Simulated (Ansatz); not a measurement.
**How much do the gradients of Si with Mn replacing Si depend on the method?**

Cell: a supercell of Si (space group P6_3/mmc) built from an entry of the Crystallography Open Database (COD), with the ions relaxed around the defect (PBE).

```xyz
48
Lattice="11.3844 0.0000 0.0000 -3.7948 6.5728 0.0000 0.0000 0.0000 12.7099" Properties=species:S:1:pos:R:3 pbc="T T T"
Mn   -0.0200    0.0150    5.2545
Si   -1.8780    3.2972    5.1618
Si    3.7486   -0.0190    5.1705
Si    1.8792    3.2793    5.1704
Si    7.6375   -0.0038    5.1635
Si    5.6982    3.2955    5.1565
Si   -0.0008   -0.0003   11.5333
Si   -1.8990    3.2866   11.5431
Si    3.8100    0.0001   11.5407
Si    1.9080    3.3018   11.5408
Si    7.5772    0.0020   11.5319
Si    5.6878    3.2709   11.5279
Si    0.0017    0.0038    1.1745
Si   -1.8933    3.2903    1.1677
Si    3.8062   -0.0043    1.1817
Si    1.9026    3.3002    1.1798
Si    7.5748   -0.0018    1.1721
Si    5.6850    3.2706    1.1665
Si    0.0019   -0.0007    7.6055
Si   -1.9033    3.2823    7.5266
Si    3.7738    0.0009    7.5268
Si    1.8923    3.2721    7.5303
Si    7.6135    0.0059    7.5201
Si    5.7062    3.2962    7.5169
Si   -0.0017    2.1781    4.3247
Si   -1.9536    5.4863    4.3269
Si    3.7872    2.1810    4.3774
Si    1.9019    5.4919    4.3999
Si    7.6037    2.1929    4.3640
Si    5.7211    5.4712    4.3039
Si    1.9129    1.1058   10.7514
Si   -0.0005    4.3810   10.7192
Si    5.6914    1.0911   10.6836
Si    3.8019    4.3859   10.7034
Si    9.4748    1.1020   10.7383
Si    7.5876    4.3676   10.7345
Si    0.0029    2.2085    1.9784
Si   -1.8877    5.4728    1.9798
Si    3.7892    2.1867    2.0020
Si    1.8983    5.4789    2.0281
Si    7.5938    2.1917    1.9869
Si    5.6786    5.4656    1.9566
Si    1.8930    1.0943    8.3898
Si   -0.0030    4.3800    8.3408
Si    5.6930    1.0916    8.3068
Si    3.7955    4.3810    8.3252
Si    9.4960    1.1000    8.3788
Si    7.5954    4.3834    8.3738
```

Sites (sets of like atoms) are named by element and the number of their first atom in this list.

First run. All values are calculated (Ansatz; DFT, PBE, plane waves and PAW, scalar-relativistic, collinear spin, 420 eV cutoff, Γ-centred 2×3×2 k-points, Fermi–Dirac smearing 0.01 eV, cell charge -1), not measured. Start moments as typed (μB): 4 on each Mn, none on the rest.

```json
{"site": "Mn", "atom": "1", "V_zz (10²¹ V/m²)": "-4.90", "η": "0.46", "m (μB)": "3.05"}
{"site": "Si2", "atom": "2", "V_zz (10²¹ V/m²)": "-0.65", "η": "0.09", "m (μB)": "0.01"}
{"site": "Si4", "atom": "4", "V_zz (10²¹ V/m²)": "0.65", "η": "0.83", "m (μB)": "0.01"}
{"site": "Si6", "atom": "6", "V_zz (10²¹ V/m²)": "-0.68", "η": "0.89", "m (μB)": "0.01"}
{"site": "Si19", "atom": "19", "V_zz (10²¹ V/m²)": "-3.57", "η": "0.04", "m (μB)": "-0.01"}
{"site": "Si25", "atom": "25", "V_zz (10²¹ V/m²)": "-2.71", "η": "0.07", "m (μB)": "-0.03"}
{"site": "Si26", "atom": "26", "V_zz (10²¹ V/m²)": "-2.47", "η": "0.13", "m (μB)": "-0.03"}
{"site": "Si30", "atom": "30", "V_zz (10²¹ V/m²)": "-2.36", "η": "0.16", "m (μB)": "-0.04"}
{"site": "Si37", "atom": "37", "V_zz (10²¹ V/m²)": "0.25", "η": "0.76", "m (μB)": "0.01"}
{"site": "Si38", "atom": "38", "V_zz (10²¹ V/m²)": "0.20", "η": "0.85", "m (μB)": "0.01"}
{"site": "Si42", "atom": "42", "V_zz (10²¹ V/m²)": "-0.21", "η": "0.94", "m (μB)": "0.01"}
{"site": "Si43", "atom": "43", "V_zz (10²¹ V/m²)": "0.83", "η": "0.92", "m (μB)": "0.01"}
{"site": "Si47", "atom": "47", "V_zz (10²¹ V/m²)": "-0.90", "η": "0.92", "m (μB)": "0.01"}
{"site": "Si48", "atom": "48", "V_zz (10²¹ V/m²)": "-0.92", "η": "0.94", "m (μB)": "0.01"}
```

Second run. The same atoms and settings, except that a Hubbard term is added (U = 3.9 eV on Mn d).

(1) What does the second run give?

Results:

(1) 

```json
{"site": "Mn", "atom": "1", "V_zz": "-4.49", "η": "0.53", "change of V_zz": "+0.41", "m (μB)": "3.73"}
{"site": "Si2", "atom": "2", "V_zz": "-0.61", "η": "0.41", "change of V_zz": "+0.04", "m (μB)": "0.00"}
{"site": "Si4", "atom": "4", "V_zz": "0.71", "η": "0.80", "change of V_zz": "+0.06", "m (μB)": "0.00"}
{"site": "Si6", "atom": "6", "V_zz": "-0.71", "η": "0.91", "change of V_zz": "-0.03", "m (μB)": "0.00"}
{"site": "Si19", "atom": "19", "V_zz": "-4.11", "η": "0.04", "change of V_zz": "-0.54", "m (μB)": "-0.03"}
{"site": "Si25", "atom": "25", "V_zz": "-3.18", "η": "0.06", "change of V_zz": "-0.47", "m (μB)": "-0.06"}
{"site": "Si26", "atom": "26", "V_zz": "-2.71", "η": "0.12", "change of V_zz": "-0.24", "m (μB)": "-0.07"}
{"site": "Si30", "atom": "30", "V_zz": "-2.71", "η": "0.14", "change of V_zz": "-0.35", "m (μB)": "-0.07"}
{"site": "Si37", "atom": "37", "V_zz": "0.31", "η": "0.32", "change of V_zz": "+0.06", "m (μB)": "0.01"}
{"site": "Si38", "atom": "38", "V_zz": "0.25", "η": "0.39", "change of V_zz": "+0.05", "m (μB)": "0.01"}
{"site": "Si42", "atom": "42", "V_zz": "0.21", "η": "0.72", "change of V_zz": "–", "m (μB)": "0.01"}
{"site": "Si43", "atom": "43", "V_zz": "-0.87", "η": "0.91", "change of V_zz": "–", "m (μB)": "0.00"}
{"site": "Si47", "atom": "47", "V_zz": "-0.97", "η": "0.77", "change of V_zz": "-0.07", "m (μB)": "0.00"}
{"site": "Si48", "atom": "48", "V_zz": "-1.00", "η": "0.78", "change of V_zz": "-0.08", "m (μB)": "0.00"}
```

The largest change of V_zz along a kept axis is on Si19, from -3.57 to -4.11. In per cent, |V_zz| changes by -8 on Mn, +10 to +17 on Si (all sites that start above 2). Where |V_zz| stays above 0.1 and the axes keep their order, η moves most on Si38, from 0.85 to 0.39. On Si43, Si42 the largest principal value lies along another axis in the second run, so the two V_zz can't be compared directly. The table leaves out 34 of the 48 sites, with |V_zz| up to 0.96; their tensors move by 0.10 at most along any direction. The statements above cover all sites. The absolute magnetisation of the cell goes from 4.4 to 5.0 μB.

The defect repeats with the cell of 48 atoms, so it feels its images: sites between two images don't show the values beside a lone defect, and zeros or small values of η there can come from the images' arrangement. Si carries a gradient in the pure host already, so the values there aren't the defect's effect alone. A uniform background compensates the cell's charge. The defect cell has no gap above 0.1 eV on its mesh, so the values can hang on the smearing and the k-mesh.
